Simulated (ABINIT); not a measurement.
Input of an ABINIT 10.8.3 (patched build) run:

File run.py:

```python
import json, os
import numpy as np
from ase.eos import EquationOfState
from ase.units import GPa
from ase.calculators.mixing import SumCalculator
from dftd3.ase import DFTD3
from ase.calculators.abinit import Abinit, AbinitProfile
from ase import Atoms

atoms = Atoms(['Mg', 'O'],
              cell=[[0.0, 2.0970013927, 2.0970013927], [2.0970013927, 0.0, 2.0970013927], [2.0970013927, 2.0970013927, 0.0]],
              scaled_positions=[[0.0, 0.0, 0.0], [0.5, 0.5, 0.5]],
              pbc=True)

profile = AbinitProfile(command='abinit', pp_paths=[os.path.abspath('pseudos')])
params = dict(
    pps='pawxml', xc='PBE',
    ecut=625.8619,
    pawecutdg=1224.5124,
    kptopt=1,
    ngkpt=[11, 11, 11],
    nshiftk=1,
    shiftk=[0.0, 0.0, 0.0],
    ixc=15,
    nband=12,
    occopt=3,
    tsmear=0.05,
    nstep=100,
    tolvrs=1e-09,
    prtwf=0,
    prtden=0,
)

cell0 = atoms.cell.copy()
volumes, energies = [], []
for i, x in enumerate([0.94, 0.96, 0.98, 1.0, 1.02, 1.04, 1.06]):
    atoms.set_cell(cell0 * x ** (1 / 3), scale_atoms=True)
    atoms.calc = SumCalculator([Abinit(profile=profile, directory=f'v{i}', **params), DFTD3(method='rpbe', damping='d3bj')])
    volumes.append(atoms.get_volume() / len(atoms))
    dft, disp = atoms.calc.mixer.calcs
    energies.append((dft.get_property('free_energy', atoms) + disp.get_property('energy', atoms)) / len(atoms))
    print(f'{x:5.2f} {volumes[-1]:10.5f} A^3/atom {energies[-1]:14.6f} eV/atom', flush=True)
    json.dump(dict(volumes=volumes, energies=energies), open('results.json', 'w'))
v0, e0, b0 = EquationOfState(volumes, energies, eos='murnaghan').fit()
print(f'V0 {v0:.4f} A^3/atom  E0 {e0:.6f} eV/atom  B0 {b0 / GPa:.2f} GPa')
```

Potentials or basis: JTH PAW PBE v2.0.

Run with:

```sh
$ python run.py
```

Q: Predict the equilibrium volume.

A: 8.46 Å³/atom (rough: see the caveat).

Q: Estimate the bulk modulus.

A: 203 GPa (rough).

Energy against volume, from the lowest point:
```tsv
volume (Å³/atom)	energy (meV/atom)
8.668	0.00
8.853	7.71
9.037	19.52
9.221	34.86
9.406	53.60
9.590	75.21
9.775	99.47
```

Caveat: pressures at fixed basis lie under the slope of the energies; the minimum lies outside the volumes run; the log and the count of SCF iterations are those of the last ABINIT call alone; the PAW data sets were made with another functional, which shifts forces and pressure a little.
